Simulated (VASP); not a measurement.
Wanted: the native input for a VASP 6.6.1 run.

* Task: single point
* Functional: PBEsol
* Potentials or basis: VASP PAW PBE potentials, release 64 (Ni)
* Cutoff: 520 eV
* k mesh: 13 × 13 × 13
* Occupations: fermi-dirac, width 0.05 eV
* Spin: collinear spin, ferromagnetic start
* Starting moments: [1.0] μB
* Ladder: free
* Further INCAR settings: ALGO = Normal; EDIFF = 1e-07; NBANDS = 15

The structure of Ni lies in POSCAR:

```
Ni
1.0
    0.0000000000      1.7375729330      1.7375729330
    1.7375729330      0.0000000000      1.7375729330
    1.7375729330      1.7375729330      0.0000000000
Ni
1
Direct
    0.0000000000      0.0000000000      0.0000000000
```

One way to write it, as run:

INCAR

```
  PREC = Accurate
  ENCUT = 520
  EDIFF = 1E-7
  ISMEAR = -1
  SIGMA = 0.05
  LREAL = F
  LASPH = T
  NELM = 120
  ALGO = Normal
  ISIF = 2
  LWAVE = F
  LCHARG = T
  ISPIN = 2
  MAGMOM = 1
  LORBIT = 11
  LMAXMIX = 4
  GGA = PS
  LELF = T
  LVHAR = T
  NBANDS = 15
```

KPOINTS

```
Automatic mesh
0
Gamma
  13 13 13
```

Potentials or basis: VASP PAW PBE potentials, release 64 (Ni).

Launch:

```sh
$ cat potpaw_PBE.64/Ni/POTCAR > POTCAR
$ mpirun -np 1 vasp_std > vasp.out
```

It gave:

```json
{"Pressure": "-2.4 GPa", "Band gap on the k mesh": "none (metal or under the smearing width)", "Net moment": "0.62 μB per cell", "Site moments": "Ni +0.63 μB", "Valence electrons inside the program's atomic spheres": "Ni 9.38"}
```

Caveat: the PAW data sets were made with another functional, which shifts forces and pressure a little.

It took 17 s on 1 thread of Intel(R) Xeon(R) Platinum 8559C (Emerald Rapids), on a shared host, peak memory 0.13 GiB.
